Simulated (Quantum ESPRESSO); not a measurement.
# InAs (F-43m) in Quantum ESPRESSO: a series of runs

The runs below take InAs through single point, with PBEsol, PBE.

Everything below comes from runs of Quantum ESPRESSO 7.5. Logs are shortened: lines on timing, memory, paths and dates and some standing lists are left out, and cuts for length are marked.

**What was measured.**

A printed reference work, data compilation reports, for a bulk crystal of InAs at 4.2 K: band gap 0.418 eV (direct).

The results are compared with them further down.

## Step 1: The structure

It takes space group F-43m (No. 216, cubic). Conventional cell: a = 6.036 Å, b = 6.036 Å, c = 6.036 Å, α = 90.00°, β = 90.00°, γ = 90.00°. Around In (site symmetry -43m) lie 4 As at 2.61 Å. As (site symmetry -43m) is surrounded by 4 In at 2.61 Å.

## Step 2: Single point, PBEsol (volume scaled by 1.08)

scf.in

```
&CONTROL
  calculation = 'scf'
  prefix = 'pwscf'
  outdir = './tmp'
  pseudo_dir = './pseudo'
/
&SYSTEM
  ibrav = 0
  nat = 2
  ntyp = 2
  ecutwfc = 59
  nbnd = 21
  occupations = 'smearing'
  smearing = 'fd'
  degauss = 0.00367493
  force_symmorphic = .true.
/
&ELECTRONS
  conv_thr = 4d-10
  electron_maxstep = 120
  mixing_beta = 0.5
/
ATOMIC_SPECIES
In   114.8180 In.upf
As    74.9216 As.upf
CELL_PARAMETERS angstrom
   0.0000000000    3.0964244442    3.0964244442
   3.0964244442    0.0000000000    3.0964244442
   3.0964244442    3.0964244442    0.0000000000
ATOMIC_POSITIONS angstrom
In     0.0000000000    0.0000000000    0.0000000000
As     4.6446366663    4.6446366663    4.6446366663
K_POINTS automatic
8 8 8 0 0 0
```

nscf.in

```
&CONTROL
  calculation = 'nscf'
  prefix = 'pwscf'
  outdir = './tmp'
  pseudo_dir = './pseudo'
/
&SYSTEM
  ibrav = 0
  nat = 2
  ntyp = 2
  ecutwfc = 59
  nbnd = 134
  occupations = 'smearing'
  smearing = 'fd'
  degauss = 0.00367493
  force_symmorphic = .true.
/
&ELECTRONS
  conv_thr = 1d-08
  diago_full_acc = .true.
  diago_thr_init = 1d-06
/
ATOMIC_SPECIES
In   114.8180 In.upf
As    74.9216 As.upf
CELL_PARAMETERS angstrom
   0.0000000000    3.0964244442    3.0964244442
   3.0964244442    0.0000000000    3.0964244442
   3.0964244442    3.0964244442    0.0000000000
ATOMIC_POSITIONS angstrom
In     0.0000000000    0.0000000000    0.0000000000
As     4.6446366663    4.6446366663    4.6446366663
K_POINTS automatic
4 4 4 0 0 0
```

Potentials or basis: PseudoDojo 0.4.1 SR PBEsol standard.

The run is started by

```bash
OMP_NUM_THREADS=1 pw.x -in scf.in > scf.out
OMP_NUM_THREADS=1 pw.x -in nscf.in > nscf.out
```

scf.out:

```text
This program is part of the open-source Quantum ESPRESSO suite
     for quantum simulation of materials; please cite
[... 9 lines left out ...]
     --------------------
     sticks:   dense  smooth     PW     G-vecs:    dense   smooth      PW
     Sum        1111    1111    313                24357    24357    3839

     Using Slab Decomposition

     bravais-lattice index     =            0
     lattice parameter (alat)  =       8.2751  a.u.
     unit-cell volume          =     400.6896 (a.u.)^3
     number of atoms/cell      =            2
     number of atomic types    =            2
     number of electrons       =        28.00
     number of Kohn-Sham states=           21
     kinetic-energy cutoff     =      59.0000  Ry
     charge density cutoff     =     236.0000  Ry
     scf convergence threshold =      4.0E-10
     mixing beta               =       0.5000
     number of iterations used =            8  plain     mixing
     Exchange-correlation= PBESOL
                           (   1   4  10   8   0   0   0)

     celldm(1)=   8.275121  celldm(2)=   0.000000  celldm(3)=   0.000000
     celldm(4)=   0.000000  celldm(5)=   0.000000  celldm(6)=   0.000000

[... 8 lines left out ...]
               b(3) = (  0.707107  0.707107 -0.707107 )

     PseudoPot. # 1 for In read from file:
     In.upf
     Pseudo is Norm-conserving + core correction, Zval = 13.0
     Generated using ONCVPSP code by D. R. Hamann
     Using radial grid of 1940 points,  6 beta functions with:
                l(1) =   0
                l(2) =   0
                l(3) =   1
                l(4) =   1
                l(5) =   2
                l(6) =   2

     PseudoPot. # 2 for As read from file:
     As.upf
     Pseudo is Norm-conserving + core correction, Zval = 15.0
     Generated using ONCVPSP code by D. R. Hamann
     Using radial grid of 1342 points,  6 beta functions with:
                l(1) =   0
                l(2) =   0
                l(3) =   1
                l(4) =   1
                l(5) =   2
                l(6) =   2

     atomic species   valence    mass     pseudopotential
     In               13.00   114.81800     In( 1.00)
     As               15.00    74.92160     As( 1.00)

     24 Sym. Ops. (no inversion) found

   Cartesian axes

     site n.     atom                  positions (alat units)
         1        In     tau(   1) = (   0.0000000   0.0000000   0.0000000  )
         2        As     tau(   2) = (   1.0606602   1.0606602   1.0606602  )

     number of k points=    29  Fermi-Dirac smearing, width (Ry)=  0.0037
                       cart. coord. in units 2pi/alat
        k(    1) = (   0.0000000   0.0000000   0.0000000), wk =   0.0039062
        k(    2) = (   0.0883883   0.0883883  -0.0883883), wk =   0.0312500
        k(    3) = (   0.1767767   0.1767767  -0.1767767), wk =   0.0312500
        k(    4) = (   0.2651650   0.2651650  -0.2651650), wk =   0.0312500
        k(    5) = (  -0.3535534  -0.3535534   0.3535534), wk =   0.0156250
        k(    6) = (   0.1767767   0.0000000   0.0000000), wk =   0.0234375
[... 21 lines left out ...]
        k(   28) = (  -0.7071068   0.1767767  -0.0000000), wk =   0.0468750
        k(   29) = (  -0.7071068   0.3535534   0.0000000), wk =   0.0234375

     Dense  grid:    24357 G-vectors     FFT dimensions: (  45,  45,  45)

     Initial potential from superposition of free atoms

     starting charge      27.9963, renormalised to      28.0000
     Starting wfcs are   18 randomized atomic wfcs +    3 random wfcs

     Self-consistent Calculation

     iteration #  1     ecut=    59.00 Ry     beta= 0.50
     Davidson diagonalization with overlap
     ethr =  1.00E-02,  avg # of iterations =  6.0

     Threshold (ethr) on eigenvalues was too large:
     Diagonalizing with lowered threshold

     Davidson diagonalization with overlap
     ethr =  2.48E-04,  avg # of iterations =  2.9

     total energy              =    -344.30658927 Ry
     estimated scf accuracy    <       0.06975889 Ry

     iteration #  2     ecut=    59.00 Ry     beta= 0.50
     Davidson diagonalization with overlap
     ethr =  2.49E-04,  avg # of iterations =  2.2
[... 36 lines left out ...]
     total energy              =    -344.31770158 Ry
     estimated scf accuracy    <          8.1E-09 Ry

     iteration #  8     ecut=    59.00 Ry     beta= 0.50
     Davidson diagonalization with overlap
     ethr =  2.91E-11,  avg # of iterations =  2.1

     End of self-consistent calculation

          k = 0.0000 0.0000 0.0000 (  3119 PWs)   bands (ev):

   -28.2796 -28.2796 -28.2668 -28.2668 -28.2668  -7.2235  -7.2235  -7.2235
    -7.1246  -7.1246  -4.4374   6.3668   7.0236   7.0236   7.0236  10.8780
    10.8780  10.8780  14.1247  16.5913  16.5917

          k = 0.0884 0.0884-0.0884 (  3068 PWs)   bands (ev):

   -28.2540 -28.2540 -28.2301 -28.2301 -28.2237  -7.2373  -7.2184  -7.2184
    -7.1238  -7.1238  -4.2958   5.0315   6.8524   6.8524   7.8579  10.9581
    11.1361  11.1361  14.9537  15.7387  15.7387
[... 13 lines left out ...]
          k =-0.3536-0.3536 0.3536 (  3040 PWs)   bands (ev):

   -28.2479 -28.2323 -28.2323 -28.1984 -28.1984  -7.3168  -7.1972  -7.1972
    -7.1172  -7.1172  -3.1754   1.5639   6.1318   6.1318   7.7535  11.6346
    11.6346  13.6561  15.5851  17.5509  18.0957

          k = 0.1768 0.0000 0.0000 (  3055 PWs)   bands (ev):

   -28.2440 -28.2391 -28.2248 -28.2184 -28.2184  -7.2474  -7.2133  -7.2133
    -7.1267  -7.1212  -4.2488   4.9283   6.5516   6.5516   8.4477  10.2080
    11.5751  11.5751  14.5762  15.3236  16.7775

          k = 0.2652 0.0884-0.0884 (  3061 PWs)   bands (ev):

   -28.2430 -28.2393 -28.2329 -28.2302 -28.2249  -7.2750  -7.2054  -7.2034
    -7.1292  -7.1187  -3.9433   3.7324   6.1329   6.1679   8.9239  10.2563
    12.1078  12.1510  14.2597  16.2686  16.4977
[... 19 lines left out ...]
          k =-0.0884-0.2652 0.2652 (  3058 PWs)   bands (ev):

   -28.2496 -28.2453 -28.2294 -28.2262 -28.2201  -7.2916  -7.2027  -7.1997
    -7.1255  -7.1195  -3.6437   2.8429   5.4158   6.4662   8.7868  11.4673
    11.6736  12.2337  14.9057  15.7889  16.9613

          k = 0.0000-0.1768 0.1768 (  3060 PWs)   bands (ev):

   -28.2493 -28.2447 -28.2386 -28.2205 -28.2152  -7.2595  -7.2131  -7.2087
    -7.1255  -7.1216  -4.0720   4.1089   6.0330   6.8045   8.5416  10.8551
    11.2555  11.9304  14.8859  15.5171  15.9910

          k = 0.3536 0.0000 0.0000 (  3066 PWs)   bands (ev):

   -28.2493 -28.2415 -28.2415 -28.2330 -28.2286  -7.3004  -7.1918  -7.1918
    -7.1367  -7.1152  -3.7335   3.3389   5.7381   5.7381   9.2605   9.5450
    13.0449  13.0449  13.5659  17.2918  17.5049

          k = 0.4419 0.0884-0.0884 (  3062 PWs)   bands (ev):

   -28.2524 -28.2470 -28.2381 -28.2282 -28.2200  -7.3243  -7.1837  -7.1815
    -7.1395  -7.1123  -3.3469   2.4840   5.1694   5.4624   9.2245   9.9054
    12.7940  13.5408  14.9955  17.7289  18.0100
[... 7 lines left out ...]
          k =-0.0884-0.4419 0.4419 (  3075 PWs)   bands (ev):

   -28.2653 -28.2547 -28.2518 -28.2382 -28.2224  -7.3323  -7.1882  -7.1809
    -7.1281  -7.1194  -2.9196   1.7168   4.1938   5.6719   9.3009  11.6317
    12.9674  13.2851  14.8452  16.0950  18.1206

          k = 0.0000-0.3536 0.3536 (  3082 PWs)   bands (ev):

   -28.2651 -28.2587 -28.2486 -28.2428 -28.2423  -7.3153  -7.1933  -7.1909
    -7.1253  -7.1220  -3.2384   2.2224   4.4443   6.0827   9.3883  11.8660
    12.0921  12.3488  15.0080  16.3634  18.1745

          k = 0.5303-0.0000 0.0000 (  3062 PWs)   bands (ev):

   -28.2538 -28.2538 -28.2422 -28.2274 -28.2105  -7.3471  -7.1693  -7.1693
    -7.1475  -7.1088  -3.0708   2.0273   5.1332   5.1332   8.7325   9.3037
    14.5796  14.7040  14.7040  18.0680  19.0071

          k =-0.0884-0.6187 0.6187 (  3071 PWs)   bands (ev):

   -28.2668 -28.2530 -28.2403 -28.2396 -28.2133  -7.3561  -7.1683  -7.1645
    -7.1470  -7.1088  -2.7960   1.6135   4.6111   5.0581   8.8765   9.6520
    14.2611  14.8968  15.8117  18.2474  18.4658

          k = 0.0000-0.5303 0.5303 (  3080 PWs)   bands (ev):

   -28.2650 -28.2640 -28.2561 -28.2456 -28.2146  -7.3487  -7.1774  -7.1689
    -7.1387  -7.1143  -2.7288   1.5694   4.0460   5.2591   9.0752  11.0862
    13.9631  14.1599  14.4275  16.8340  19.2794

          k =-0.7071 0.0000 0.0000 (  3026 PWs)   bands (ev):

   -28.2318 -28.2318 -28.2102 -28.2024 -28.1841  -7.3646  -7.1594  -7.1594
    -7.1515  -7.1055  -2.7101   1.4474   4.9170   4.9170   8.5938   9.0077
    15.6668  15.7558  15.7558  18.5379  19.0618

          k = 0.3536 0.1768 0.0000 (  3056 PWs)   bands (ev):

   -28.2484 -28.2418 -28.2284 -28.2279 -28.2169  -7.3013  -7.1963  -7.1927
    -7.1323  -7.1161  -3.5944   2.9195   5.2097   6.0295   9.5242  10.2204
    12.0815  12.8061  14.5784  16.9141  17.3808

          k =-0.2652-0.4419 0.6187 (  3067 PWs)   bands (ev):

   -28.2557 -28.2545 -28.2409 -28.2331 -28.2237  -7.3226  -7.1920  -7.1843
    -7.1305  -7.1164  -3.1640   2.0581   4.6620   5.6945   9.6051  10.9308
    12.0484  13.3074  15.3161  16.9806  17.8160
[... 13 lines left out ...]
          k =-0.0884-0.4419 0.6187 (  3075 PWs)   bands (ev):

   -28.2608 -28.2573 -28.2459 -28.2423 -28.2264  -7.3445  -7.1831  -7.1686
    -7.1365  -7.1154  -2.7658   1.6293   4.1981   4.9793   9.8388  11.0759
    12.4013  14.0526  15.2220  17.7212  18.4966

          k = 0.0000-0.3536 0.5303 (  3074 PWs)   bands (ev):

   -28.2628 -28.2527 -28.2474 -28.2389 -28.2299  -7.3370  -7.1881  -7.1731
    -7.1318  -7.1186  -2.8475   1.7342   4.0901   5.2499  10.0143  11.5561
    11.8925  14.1463  14.6041  16.5599  19.1960

          k =-0.7071 0.1768-0.0000 (  3074 PWs)   bands (ev):

   -28.2660 -28.2531 -28.2477 -28.2348 -28.2206  -7.3568  -7.1717  -7.1630
    -7.1439  -7.1105  -2.6919   1.5068   4.6055   4.6472   9.4633   9.7845
    14.0111  14.3563  16.1431  18.3152  18.6421

          k =-0.7071 0.3536 0.0000 (  3052 PWs)   bands (ev):

   -28.2385 -28.2385 -28.2346 -28.2227 -28.2213  -7.3465  -7.1841  -7.1643
    -7.1351  -7.1166  -2.6733   1.5727   4.3323   4.4256  10.9085  11.2238
    11.7645  13.0050  16.2513  18.3540  18.3992

     the Fermi energy is     7.0768 ev

!    total energy              =    -344.31770158 Ry
     estimated scf accuracy    <          3.8E-10 Ry
     smearing contrib. (-TS)   =      -0.00004345 Ry
     internal energy E=F+TS    =    -344.31765812 Ry

     The total energy is F=E-TS. E is the sum of the following terms:
     one-electron contribution =    -183.64862746 Ry
     hartree contribution      =     106.94807950 Ry
     xc contribution           =     -86.53285690 Ry
     ewald contribution        =    -181.08425326 Ry

     convergence has been achieved in   8 iterations

=------------------------------------------------------------------------------=
   JOB DONE.
=------------------------------------------------------------------------------=
```

Wall time 57 s (1 thread of Arm Neoverse V2, shared host); peak memory 0.08 GiB.

Results:

```yaml
Band_gap_on_the_k_mesh_mean-field_level: none (metal or under the smearing width)
```

Levels at points of the mesh, in eV from the Fermi level:
```tsv
k point	band 12	band 13	band 14	band 15	band 16	band 17
(0.00, 0.00, 0.00)	-0.69	-0.03	-0.03	-0.03	3.82	3.82
(0.00, 0.00, -0.50)	-5.49	-0.93	-0.93	0.70	4.58	4.58
(0.00, -0.50, -0.50)	-5.61	-2.14	-2.14	1.54	1.95	8.61
```

Caveat: the k mesh is coarse (spacing up to 0.44 Å⁻¹), so the values aren't converged.

## Step 3: Single point, PBE (volume scaled by 0.96)

scf.in

```
&CONTROL
  calculation = 'scf'
  prefix = 'pwscf'
  outdir = './tmp'
  pseudo_dir = './pseudo'
/
&SYSTEM
  ibrav = 0
  nat = 2
  ntyp = 2
  ecutwfc = 70
  nbnd = 15
  occupations = 'smearing'
  smearing = 'fd'
  degauss = 0.00367493
  force_symmorphic = .true.
/
&ELECTRONS
  conv_thr = 4d-10
  electron_maxstep = 120
  mixing_beta = 0.5
/
ATOMIC_SPECIES
In   114.8180 In_ONCV_PBE-1.2.upf
As    74.9216 As_ONCV_PBE-1.2.upf
CELL_PARAMETERS angstrom
   0.0000000000    2.9772112161    2.9772112161
   2.9772112161    0.0000000000    2.9772112161
   2.9772112161    2.9772112161    0.0000000000
ATOMIC_POSITIONS crystal
In     0.0000000000    0.0000000000    0.0000000000
As     0.7500000000    0.7500000000    0.7500000000
K_POINTS automatic
8 8 8 0 0 0
```

nscf.in

```
&CONTROL
  calculation = 'nscf'
  prefix = 'pwscf'
  outdir = './tmp'
  pseudo_dir = './pseudo'
/
&SYSTEM
  ibrav = 0
  nat = 2
  ntyp = 2
  ecutwfc = 70
  nbnd = 209
  occupations = 'smearing'
  smearing = 'fd'
  degauss = 0.00367493
  force_symmorphic = .true.
/
&ELECTRONS
  conv_thr = 1d-08
  diago_full_acc = .true.
  diago_thr_init = 1d-06
/
ATOMIC_SPECIES
In   114.8180 In_ONCV_PBE-1.2.upf
As    74.9216 As_ONCV_PBE-1.2.upf
CELL_PARAMETERS angstrom
   0.0000000000    2.9772112161    2.9772112161
   2.9772112161    0.0000000000    2.9772112161
   2.9772112161    2.9772112161    0.0000000000
ATOMIC_POSITIONS crystal
In     0.0000000000    0.0000000000    0.0000000000
As     0.7500000000    0.7500000000    0.7500000000
K_POINTS automatic
4 4 4 0 0 0
```

Potentials or basis: SG15 PBE 1.2.

The run is started by

```bash
OMP_NUM_THREADS=1 pw.x -in scf.in > scf.out
OMP_NUM_THREADS=1 pw.x -in nscf.in > nscf.out
```

scf.out:

```text
This program is part of the open-source Quantum ESPRESSO suite
     for quantum simulation of materials; please cite
[... 9 lines left out ...]
     --------------------
     sticks:   dense  smooth     PW     G-vecs:    dense   smooth      PW
     Sum        1225    1225    361                27989    27989    4573

     Using Slab Decomposition

     bravais-lattice index     =            0
     lattice parameter (alat)  =       7.9565  a.u.
     unit-cell volume          =     356.1685 (a.u.)^3
     number of atoms/cell      =            2
     number of atomic types    =            2
     number of electrons       =        18.00
     number of Kohn-Sham states=           15
     kinetic-energy cutoff     =      70.0000  Ry
     charge density cutoff     =     280.0000  Ry
     scf convergence threshold =      4.0E-10
     mixing beta               =       0.5000
     number of iterations used =            8  plain     mixing
     Exchange-correlation= PBE
                           (   1   4   3   4   0   0   0)

     celldm(1)=   7.956526  celldm(2)=   0.000000  celldm(3)=   0.000000
     celldm(4)=   0.000000  celldm(5)=   0.000000  celldm(6)=   0.000000

[... 254 lines left out ...]

          k =-0.7071 0.0000 0.0000 (  3490 PWs)   bands (ev):

    -6.9791  -6.6771  -6.6771  -6.6703  -6.5978  -2.1659   1.7547   5.3178
     5.3178   9.2597   9.8478  17.2976  17.3960  17.3960  19.5795

          k = 0.3536 0.1768 0.0000 (  3521 PWs)   bands (ev):
[... 26 lines left out ...]
    -6.9398  -6.7198  -6.6974  -6.6373  -6.6169  -2.3408   2.1018   4.3645
     5.6993  11.0786  12.5722  12.9959  15.3181  15.9455  17.7653

          k =-0.7071 0.1768-0.0000 (  3508 PWs)   bands (ev):

    -6.9668  -6.6946  -6.6830  -6.6567  -6.6045  -2.1348   1.8279   4.9608
     4.9897  10.2366  10.7545  15.3410  15.6701  17.8398  19.7668

          k =-0.7071 0.3536 0.0000 (  3504 PWs)   bands (ev):

    -6.9527  -6.7138  -6.6854  -6.6432  -6.6146  -2.1032   1.9103   4.6456
     4.7222  12.1000  12.2034  12.9280  13.9031  17.9683  19.8383

     the Fermi energy is     7.8634 ev

!    total energy              =    -117.29435079 Ry
     estimated scf accuracy    <          2.6E-11 Ry
     smearing contrib. (-TS)   =      -0.00003798 Ry
     internal energy E=F+TS    =    -117.29431281 Ry

     The total energy is F=E-TS. E is the sum of the following terms:
     one-electron contribution =     -42.61765642 Ry
     hartree contribution      =      30.87619748 Ry
     xc contribution           =     -17.24012581 Ry
     ewald contribution        =     -88.31272806 Ry

     convergence has been achieved in   9 iterations

=------------------------------------------------------------------------------=
   JOB DONE.
=------------------------------------------------------------------------------=
```

Run time: 82 s. Hardware: 1 thread of Arm Neoverse V2, shared host; peak memory 0.09 GiB.

What came out:

* Band gap on the k mesh, mean-field level: none (metal or under the smearing width)

Caveat: the k mesh is coarse (spacing up to 0.46 Å⁻¹), so the values aren't converged.

(Continued in part 2 of 2.)
